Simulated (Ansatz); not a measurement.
# Zn (Fm-3m) in Ansatz: notebook

The runs below take Zn through single point, equation of state, with PBE0.

Program: Ansatz 0.2.0. These are calculated values, not measurements. Logs are shortened: lines on timing, memory, paths and dates and some standing lists are left out, and cuts for length are marked.

## 1. The crystal as given

The structure is cubic, space group Fm-3m (No. 225). Conventional cell: a = 3.930 Å, b = 3.930 Å, c = 3.930 Å, α = 90.00°, β = 90.00°, γ = 90.00°. Zn (site symmetry m-3m) has 12 Zn at 2.78 Å as nearest neighbours.

This isn't the form of Zn at room conditions, which is hcp.

## 2. Single point, PBE0, 14.26 Å³/atom (volume scaled by 0.94)

Input file input:

```
crystal:
  lattice:
    - [0.0, 1.9246672763, 1.9246672763]
    - [1.9246672763, 0.0, 1.9246672763]
    - [1.9246672763, 1.9246672763, 0.0]
  atoms:
    - { symbol: Zn, position: [0.0, 0.0, 0.0] }
hamiltonian:
  xc: pbe0
  pseudopotentials: { kind: paw }
kpoints:
  mp_grid: { grid: [8, 8, 8] }
scf:
  occupations: { method: fermi_dirac, width: 0.05 }
output:
  forces: true
  stress: true
  eigenvalues: true
```

Potentials or basis: Ansatz PAW.

Standard output:

```text
Warning: output.stress: scf.convergence.dr2_threshold = 1e-7 eV (the SCF's general default) is looser than the 1e-10 eV advised for a printed stress (1e-10 eV for each atom of the cell: 1). What an SCF threshold leaves in a stress goes as its square root, and in the free energy as the threshold itself, and one threshold admits the most on a small cell: of the crystals measured, under no hybrid functional and no lock of the moments, on runs that ended without the residual-converged pass, on stresses that held no estimate of that error, the worst erred by over 100 MPa in a component at 1e-7 eV an atom and by under 5 at 1e-10. Set scf.convergence.dr2_threshold to 1e-10 eV or tighter. The threshold is an SCF's pass mark: one that does not reach it within its budget of iterations ends unconverged, or closes short of it on a stop that the run arms, and scf.convergence.dr2_threshold's page says what that costs each kind of run
Warning: output.stress: scf.exx.energy_threshold = 1e-6 eV is looser than the 1e-8 eV advised for a stress under a hybrid functional (1e-8 eV for each atom of the cell: 1). Every SCF of the exchange loop can meet its threshold on dr2 while the loop round them stops early: no threshold on dr2 bounds what that leaves in the stress. Set scf.exx.energy_threshold to 1e-8 eV or tighter. The threshold is the loop's pass mark: a loop that does not reach it within its budget of cycles ends unconverged, and scf.exx.energy_threshold's page has the law
GPUs: using 1 of 1 available (devices: 1).
Engine: ansatz 0.2.0, x86_64-unknown-linux-gnu
Pseudopotentials: kind: paw
Pseudopotential: Zn, paw, valence charge 12, recommended cutoff 420 eV (normal), Zn.paw.azcp
Functional definition: PBE0
  parameter a = 0.25
  parameter kappa = 0.804
  parameter beta = 0.06672455060314922
  exchange = (1 - a)*pbe_x(kappa = kappa, mu = beta*pi^2/3) + a*exact_x
  correlation = pbe_c(beta = beta)
device memory: the entry about to start is reckoned to put 0.4 GiB on a device that reports 21.3 GiB free (of which the cap on the GPU budget leaves the run 18.0 GiB)
GPU FFT provider: cuFFT
GPU libraries: cuBLAS 13.8.2, cuFFT 12.4.0, cuSOLVER 12.3.4
Crystal: 1 atoms, lattice volume = 14.259 Å³
Basis set: ecut = 420 eV, 283 PW (Γ), exchange–correlation on 40×40×40 points (8 copies of the dense FFT grid, shifted against one another)
Bands: 10, of which v1, the nominal top of the filled ones, is band 6 counted from 1 (5 counted from 0)
Symmetry: 48 space group operations
Space group: Fm-3m (ITA 225), of the structure as read, at distance tolerance 2.4e-5 Å
k-points: 29 of 512
Non-local potential: Zn, projectors of the file, l = 0: 2, l = 1: 2, l = 2: 3, l = 3: 1
PAW form: soft (Blöchl's): semilocal exchange-correlation on the pseudo side does not see the compensation charge
PAW frozen core: Zn, regenerated for the run's functional, and the local potential with it (the file was generated under x = pbe(κ = 0.804, μ = 0.2195149727645171), c = pbe(β = 0.06672455060314922))
PAW one-centre angular grid: Zn, 590 points (default); XC on 64 Gauss nodes
Initial density: superposition of atomic densities (neutral atoms: chi_scale 0, normalization atom), corrected by the library's trained network
Initial wavefunctions: pseudopotential atomic-orbital guess
GPU buffer pool allocated for 8000 grid points (all kernels)
GPU transforms: local potential and band sums: pruned to the plane-wave sphere, on 18×20×20
Functional: x = pbe(κ = 0.804, μ = 0.2195149727645171), c = pbe(β = 0.06672455060314922), warm-up for x = 0.75 pbe(κ = 0.804, μ = 0.2195149727645171) + 0.25 exact, c = pbe(β = 0.06672455060314922)
SCF iter   1: F=—  HF=-3318.988187 eV  |F-HF|=—  |Δ(HF+E_count)|=         —  Δρ=3.44e-3  dr2=9.99e-4  ethr=1.77e-3  ⟨swp⟩=8.5  Hψ=1419  notcnv=0
preconditioner: auto → none  [insulator: Δε(μ)=0.268 eV  Ē_g=17.672 eV  σ=0.050 eV  W_gap=0.86  n_scr=0 (ndim 8)  ℏωp=34.1 eV  f_vac=0.000  D(μ)=0.36/eV (n_scr^D=0)]
SCF iter   2: F=—  HF=-3318.987949 eV  |F-HF|=—  |Δ(HF+E_count)|=   2.38e-4  Δρ=2.56e-3  dr2=4.70e-4  ethr=8.32e-6  ⟨swp⟩=4.2  Hψ=1001  notcnv=0  defer=1
iter 3 solved again at ethr=5.77e-8 eV; its pass at ethr=3.91e-6 eV (dr2=6.92e-6 eV) is discarded
SCF iter   3: F=—  HF=-3318.987717 eV  |F-HF|=—  |Δ(HF+E_count)|=   2.32e-4  Δρ=3.54e-4  dr2=6.93e-6  ethr=5.77e-8  ⟨swp⟩=3.0  Hψ=1111  notcnv=0
SCF iter   4: F=—  HF=-3318.987728 eV  |F-HF|=—  |Δ(HF+E_count)|=   1.16e-5  Δρ=5.96e-6  dr2=2.92e-9  ethr=5.77e-8  ⟨swp⟩=2.9  Hψ=495  notcnv=0
SCF iter   5: F=—  HF=-3318.987728 eV  |F-HF|=—  |Δ(HF+E_count)|=   4.09e-8  Δρ=3.97e-6  dr2=1.16e-9  ethr=2.43e-11  ⟨swp⟩=4.3  Hψ=815  notcnv=0
SCF iter   6: F=-3318.987728 eV  HF=-3318.987728 eV  |F-HF|=2.90e-10  |Δ(HF+E_count)|=   2.58e-9  Δρ=1.17e-6  dr2=5.09e-11  ethr=9.69e-12  ⟨swp⟩=4.0  Hψ=768  notcnv=0
SCF 1 converged in 6 iterations: F = -3318.987728 eV  dr2 = 5.09e-11
device memory: the entry about to start is reckoned to put 1.0 GiB on a device that reports 18.6 GiB free (of which the cap on the GPU budget leaves the run 18.0 GiB)
GPU FFT provider: cuFFT
GPU libraries: cuBLAS 13.8.2, cuFFT 12.4.0, cuSOLVER 12.3.4
Initial density: handed on by an earlier stage of this run
Initial wavefunctions: those handed on with the density
GPU buffer pool allocated for 8000 grid points (all kernels)
GPU transforms: local potential and band sums: pruned to the plane-wave sphere, on 18×20×20
Functional: x = 0.75 pbe(κ = 0.804, μ = 0.2195149727645171) + 0.25 exact, c = pbe(β = 0.06672455060314922)
Exchange kernel: α = 0.2500, full range, Wigner–Seitz truncation, v(0) = 13046.3822 eV·Å³, q-mesh 8×8×8, nearest image of the exchange supercell L = 21.78 Å, pair-density grid 12×12×12, without the augmentation charges, whose exchange is taken in its separable form by FFT convolution over the k-point mesh (sized by the pseudopotential files, 15×15×15 at the most), smooth part of the exact exchange by density-matrix convolution in up to 1.93 GiB of GPU memory as planned if the GPU has room (build and FFT work areas not counted)
Frozen-core exchange: fock
iter 1 solved again at ethr=7.32e-4 eV; its pass at ethr=1.00e-1 eV (dr2=8.79e-2 eV) is discarded
SCF iter   1: F=—  HF=-3318.965589 eV  |F-HF|=—  |Δ(HF+E_count)|=         —  Δρ=3.52e-2  dr2=8.97e-2  ethr=7.32e-4  ⟨swp⟩=2.8  Hψ=1191  notcnv=0
preconditioner: auto → none  [insulator: Δε(μ)=0.511 eV  Ē_g=21.652 eV  σ=0.050 eV  W_gap=0.87  n_scr=0 (ndim 8)  ℏωp=34.1 eV  f_vac=0.000  D(μ)=0.14/eV (n_scr^D=0)]
SCF iter   2: F=—  HF=-3318.942904 eV  |F-HF|=—  |Δ(HF+E_count)|=   2.27e-2  Δρ=2.28e-3  dr2=9.05e-4  ethr=7.27e-4  ⟨swp⟩=3.1  Hψ=854  notcnv=0
SCF iter   3: F=—  HF=-3318.939242 eV  |F-HF|=—  |Δ(HF+E_count)|=   3.66e-3  Δρ=4.86e-3  dr2=1.48e-3  ethr=6.07e-6  ⟨swp⟩=4.0  Hψ=1010  notcnv=0
SCF iter   4: F=—  HF=-3318.939257 eV  |F-HF|=—  |Δ(HF+E_count)|=   1.53e-5  Δρ=1.05e-3  dr2=6.81e-5  ethr=6.07e-6  ⟨swp⟩=3.0  Hψ=505  notcnv=0
SCF iter   5: F=-3318.939269 eV  HF=-3318.939269 eV  |F-HF|=2.05e-7  |Δ(HF+E_count)|=   1.23e-5  Δρ=3.86e-5  dr2=3.37e-7  ethr=5.16e-7  ⟨swp⟩=3.0  Hψ=533  notcnv=0
SCF 2 stopped early in 5 iterations: F = -3318.939269 eV  dr2 = 3.37e-7
hybrid outer 1: dexx = +7.670e-3 eV, tail = 3.89e-5 eV
GPU FFT provider: cuFFT
GPU libraries: cuBLAS 13.8.2, cuFFT 12.4.0, cuSOLVER 12.3.4
GPU buffer pool allocated for 8000 grid points (all kernels)
GPU transforms: local potential and band sums: pruned to the plane-wave sphere, on 18×20×20
Exchange kernel: α = 0.2500, full range, Wigner–Seitz truncation, v(0) = 13046.3822 eV·Å³, q-mesh 8×8×8, nearest image of the exchange supercell L = 21.78 Å, pair-density grid 12×12×12, without the augmentation charges, whose exchange is taken in its separable form by FFT convolution over the k-point mesh (sized by the pseudopotential files, 15×15×15 at the most), smooth part of the exact exchange by density-matrix convolution in up to 1.93 GiB of GPU memory as planned if the GPU has room (build and FFT work areas not counted)
Frozen-core exchange: fock
SCF iter   1: F=—  HF=-3318.939137 eV  |F-HF|=—  |Δ(HF+E_count)|=         —  Δρ=6.21e-5  dr2=5.99e-7  ethr=1.62e-6  ⟨swp⟩=4.2  Hψ=742  notcnv=0
preconditioner: auto → none  [insulator: Δε(μ)=0.375 eV  Ē_g=21.245 eV  σ=0.050 eV  W_gap=0.83  n_scr=0 (ndim 8)  ℏωp=34.1 eV  f_vac=0.000  D(μ)=0.14/eV (n_scr^D=0)]
SCF iter   2: F=—  HF=-3318.939138 eV  |F-HF|=—  |Δ(HF+E_count)|=   7.40e-7  Δρ=2.88e-5  dr2=4.07e-8  ethr=3.45e-9  ⟨swp⟩=4.0  Hψ=841  notcnv=0
SCF iter   3: F=—  HF=-3318.939138 eV  |F-HF|=—  |Δ(HF+E_count)|=   5.48e-8  Δρ=1.55e-5  dr2=1.03e-8  ethr=2.80e-10  ⟨swp⟩=2.9  Hψ=535  notcnv=0
SCF iter   4: F=-3318.939138 eV  HF=-3318.939138 eV  |F-HF|=8.56e-9  |Δ(HF+E_count)|=   2.16e-9  Δρ=6.71e-6  dr2=3.88e-9  ethr=8.27e-11  ⟨swp⟩=3.9  Hψ=761  notcnv=0
SCF 3 converged in 4 iterations: F = -3318.939138 eV  dr2 = 3.88e-9
  Residual-converged pass: ⟨swp⟩=2.3  Hψ=441  notcnv=0  max |occ|·‖R‖ = 2.3e-6 eV (tolerance 2.4e-6 eV)  dr2=3.86e-9  dr2_onsite=5.33e-9  max |Δocc| = 1.2e-14
hybrid outer 2: dexx = +9.548e-7 eV, tail = 3.04e-8 eV, Δε = 1.08e-2 eV (about 4.63e-4 eV left of the loop's levels)
hybrid SCF converged: 2 outer / 9 inner (+6 warm-up), last move |dexx| = 9.55e-7 eV, tail = 3.04e-8 eV
Stability not checked: this state was not tested for a lower state beside it, because the functional holds exact exchange (a hybrid, or Hartree-Fock), whose exchange loop this test does not read (fock_operator; see scf.lower_state_search)
Free energy (F): -3318.939138 eV
Frozen-core exchange: fock
Harris-Foulkes:  -3318.939138 eV  (|F-HF|=8.56e-9)
Internal energy: -3318.937940 eV  (E = F + TS)
E sigma→0 (E₀):  -3318.938539 eV
Entropy (-TS):   -0.001198 eV (-1.198 meV/atom)
Fermi energy:    11.646807 eV
--- Per-component energies (eV) ---
  E_band       = 29.681119
  E_kinetic    = 131.186374
  E_local      = -1498.285867  (includes V_loc(G=0)·N_el)
  E_nonlocal   = 614.898121
  E_hartree    = 633.612658
  E_xc         = -105.718242
  E_vxc        = -40.744454  (∫ρ·V_xc dr)
  E_exx        = -46.420672  (= α·E_x^exact, valence–valence)
  E_paw        = -1813.909825  (= ΣΔE_a)
  E_vpaw       = -351.759753  (= ΣTr[D̂ρ^β])
  E_aug_tail   = -0.000369  (compensation charges beyond the density's cutoff)
  E_ewald      = -1234.880446
  E_core_change = 0.580327  (= ΣΔE_core)
  E_smearing   = -0.001198  (= −TS)
  E_closure    = 0.000000  (closes the sum)
  Σ components = -3318.939138   (vs F -3318.939138, Δ=-4.55e-13)
--- Forces (eV/Å), atoms counted from 1 ---
  atom   1  Zn    -0.00000000     0.00000000    -0.00000000
  max |Σ_I F_I| component: 5.00e-30 eV/Å
--- Stress (GPa, compression-positive) ---
        5.113095       0.000000       0.000000
       -0.000000       5.113095       0.000000
       -0.000000       0.000000       5.113095
  P = ⅓ Tr σ = 5.1131 GPa (51.131 kbar)
--- Band table (eV; the first three rows and the last of 29) ---
  k-point 0: bands = ["-0.7342", "1.4520", "1.4520", "1.4520", "1.8757", "1.8757", "32.1844", "32.7337", "32.7337", "32.7337"]
  k-point 1: bands = ["-0.1917", "1.4279", "1.5063", "1.5063", "1.8662", "1.8662", "26.9798", "31.4972", "31.4972", "32.1743"]
  k-point 2: bands = ["0.7726", "1.5411", "1.5411", "1.9450", "1.9450", "2.0483", "20.7069", "30.2660", "30.2660", "31.6506"]
  k-point 28: bands = ["1.0835", "1.3706", "1.3706", "1.9199", "2.3184", "14.6800", "14.6800", "16.5439", "16.6684", "36.1645"]
```

Run time: 32 s. Hardware: 1 × NVIDIA H100 80GB HBM3 with 2 threads of AMD EPYC 7R13 (Zen 3), shared host; peak memory 1.9 GiB.

What came out:

| Item | Value |
| --- | --- |
| Free energy | -3318.9391 eV |
| Pressure | 5.1 GPa |
| Band gap on the k mesh | none (metal or under the smearing width) |

Caveat: the PAW data sets come from PBE, with cores solved anew for the run's functional, which leaves a small shift of forces and pressure; the thresholds are loose for stress.

## 3. Single point, PBE0, 14.56 Å³/atom (volume scaled by 0.96)

Input file input:

```
crystal:
  lattice:
    - [0.0, 1.9382217178, 1.9382217178]
    - [1.9382217178, 0.0, 1.9382217178]
    - [1.9382217178, 1.9382217178, 0.0]
  atoms:
    - { symbol: Zn, position: [0.0, 0.0, 0.0] }
hamiltonian:
  xc: pbe0
  pseudopotentials: { kind: paw }
kpoints:
  mp_grid: { grid: [8, 8, 8] }
scf:
  occupations: { method: fermi_dirac, width: 0.05 }
output:
  forces: true
  stress: true
  eigenvalues: true
  write_density: true
  write_potential: true
  elf: true
  volumetric_format: npy
```

Potentials or basis: Ansatz PAW.

Run time: 21 s. Hardware: 1 × NVIDIA H100 80GB HBM3 with 2 threads of AMD EPYC 7R13 (Zen 3), shared host; peak memory 1.9 GiB.

Results (log left out):

| Quantity | Value |
| --- | --- |
| Free energy | -3318.9470 eV |
| Pressure | 3.2 GPa |
| Band gap on the k mesh | none (metal or under the smearing width) |

Caveat: the PAW data sets come from PBE, with cores solved anew for the run's functional, which leaves a small shift of forces and pressure; the thresholds are loose for stress.

## 4. Single point, PBE0, 14.87 Å³/atom (volume scaled by 0.98)

Input file input:

```
crystal:
  lattice:
    - [0.0, 1.9515891866, 1.9515891866]
    - [1.9515891866, 0.0, 1.9515891866]
    - [1.9515891866, 1.9515891866, 0.0]
  atoms:
    - { symbol: Zn, position: [0.0, 0.0, 0.0] }
hamiltonian:
  xc: pbe0
  pseudopotentials: { kind: paw }
kpoints:
  mp_grid: { grid: [8, 8, 8] }
scf:
  occupations: { method: fermi_dirac, width: 0.05 }
output:
  forces: true
  stress: true
  eigenvalues: true
```

Wall time 27 s (1 × NVIDIA H100 80GB HBM3 with 2 threads of AMD EPYC 7R13 (Zen 3), shared host); peak memory 1.9 GiB.

It converged, with:

```yaml
Free_energy: -3318.9513 eV
Pressure: 1.5 GPa
Band_gap_on_the_k_mesh: none (metal or under the smearing width)
```

Caveat: the PAW data sets come from PBE, with cores solved anew for the run's functional, which leaves a small shift of forces and pressure; the thresholds are loose for stress.

## 5. Single point, PBE0, 15.17 Å³/atom

Changes to input since step 4:

```diff
@@ -2,5 +2,5 @@
   lattice:
-    - [0.0, 1.9515891866, 1.9515891866]
-    - [1.9515891866, 0.0, 1.9515891866]
-    - [1.9515891866, 1.9515891866, 0.0]
+    - [0.0, 1.964776, 1.964776]
+    - [1.964776, 0.0, 1.964776]
+    - [1.964776, 1.964776, 0.0]
   atoms:
```

Run time: 46 s. Hardware: 1 × NVIDIA H100 80GB HBM3 with 2 threads of AMD EPYC 7R13 (Zen 3), shared host; peak memory 1.9 GiB.

It converged, with:

| Quantity | Value |
| --- | --- |
| Free energy | -3318.9528 eV |
| Pressure | 0.1 GPa |
| Band gap on the k mesh | none (metal or under the smearing width) |

Caveat: the PAW data sets come from PBE, with cores solved anew for the run's functional, which leaves a small shift of forces and pressure; the thresholds are loose for stress.

## 6. Single point, PBE0, 15.47 Å³/atom (volume scaled by 1.02)

Changes to input since step 5:

```diff
@@ -2,5 +2,5 @@
   lattice:
-    - [0.0, 1.964776, 1.964776]
-    - [1.964776, 0.0, 1.964776]
-    - [1.964776, 1.964776, 0.0]
+    - [0.0, 1.9777881408, 1.9777881408]
+    - [1.9777881408, 0.0, 1.9777881408]
+    - [1.9777881408, 1.9777881408, 0.0]
   atoms:
```

Potentials or basis: Ansatz PAW.

Run time: 28 s. Hardware: 1 × NVIDIA H100 80GB HBM3 with 2 threads of AMD EPYC 7R13 (Zen 3), shared host; peak memory 1.9 GiB.

Results (log left out):

```yaml
Free_energy: -3318.9517 eV
Pressure: -1.3 GPa
Band_gap_on_the_k_mesh: none (metal or under the smearing width)
```

Caveat: the PAW data sets come from PBE, with cores solved anew for the run's functional, which leaves a small shift of forces and pressure; the thresholds are loose for stress.

## 7. Single point, PBE0, 15.78 Å³/atom (volume scaled by 1.04)

Changes to input since step 6:

```diff
@@ -2,5 +2,5 @@
   lattice:
-    - [0.0, 1.9777881408, 1.9777881408]
-    - [1.9777881408, 0.0, 1.9777881408]
-    - [1.9777881408, 1.9777881408, 0.0]
+    - [0.0, 1.9906312808, 1.9906312808]
+    - [1.9906312808, 0.0, 1.9906312808]
+    - [1.9906312808, 1.9906312808, 0.0]
   atoms:
```

Run time: 47 s. Hardware: 1 × NVIDIA H100 80GB HBM3 with 2 threads of AMD EPYC 7R13 (Zen 3), shared host; peak memory 1.9 GiB.

Results (log left out):

```
Free energy            : -3318.9481 eV
Pressure               : -2.5 GPa
Band gap on the k mesh : none (metal or under the smearing width)
```

Caveat: the PAW data sets come from PBE, with cores solved anew for the run's functional, which leaves a small shift of forces and pressure; the thresholds are loose for stress.

## 8. Single point, PBE0, 16.08 Å³/atom (volume scaled by 1.06)

Changes to input since step 7:

```diff
@@ -2,5 +2,5 @@
   lattice:
-    - [0.0, 1.9906312808, 1.9906312808]
-    - [1.9906312808, 0.0, 1.9906312808]
-    - [1.9906312808, 1.9906312808, 0.0]
+    - [0.0, 2.0033108028, 2.0033108028]
+    - [2.0033108028, 0.0, 2.0033108028]
+    - [2.0033108028, 2.0033108028, 0.0]
   atoms:
```

Wall time 50 s (1 × NVIDIA H100 80GB HBM3 with 2 threads of AMD EPYC 7R13 (Zen 3), shared host); peak memory 1.9 GiB.

Results (log left out):

| Item | Value |
| --- | --- |
| Free energy | -3318.9425 eV |
| Pressure | -3.5 GPa |
| Band gap on the k mesh | none (metal or under the smearing width) |

Caveat: the PAW data sets come from PBE, with cores solved anew for the run's functional, which leaves a small shift of forces and pressure; the thresholds are loose for stress.

## 9. Equation of state, PBE0

Potentials or basis: Ansatz PAW.

This step only gathers the single runs of the series.

Results:

```
Equilibrium volume                      : 15.18 Å³/atom
Bulk modulus                            : 69 GPa
Pressure derivative of the bulk modulus : 4.7 (rough: it moves with the points fitted)
```

Energy against volume, from the lowest point:
```tsv
volume (Å³/atom)	energy (meV/atom)
14.259	13.65
14.563	5.82
14.866	1.50
15.169	0.00
15.473	1.11
15.776	4.67
16.080	10.31
```

Caveat: the PAW data sets were made with another functional, which shifts forces and pressure a little.
